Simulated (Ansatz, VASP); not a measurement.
# ZnSe in VASP and in Ansatz

```xyz
2
Lattice="0.0000 2.7771 2.8338 2.7771 0.0000 2.8338 2.7771 2.7771 0.0000" Properties=species:S:1:pos:R:3 pbc="T T T"
Zn    0.0000    0.0000    0.0000
Se    4.1657    4.1657    4.2507
```

Change from the starting cell: equal xx and yy strain of -2 %, PAW files.

Alike in both runs: task electric field gradients; functional LDA; k mesh 8 × 8 × 8; occupations fermi-dirac, width 0.03 eV; no spin polarisation.

|  | VASP | Ansatz |
| --- | --- | --- |
| version | VASP 6.6.1 | Ansatz 0.2.0 |
| potentials or method | VASP PAW LDA potentials, release 64 (Zn, Se) | PAW with Ansatz's default frozen-core files, scalar-relativistic |
| plane-wave cutoff (eV) | 520 | 420 |
| valence electrons in the cell | 18 | 28 |

Ansatz gave:

```
gap on the k mesh at the Fermi level (eV)                      : 1.17
pressure (GPa)                                                 : -0.9
largest component of the traceless stress (GPa)                : 0.55
Vzz of the field gradient on the site that differs most (V/Å²) : 8.9
```

Task: Which values does VASP return?

Result: gap on the k mesh at the Fermi level (eV): 1.21; pressure (GPa): -0.6; largest component of the traceless stress (GPa): 0.54; Vzz of the field gradient on the site that differs most (V/Å²): 8.8.

The two sets of potentials don't hold the same shells in valence.
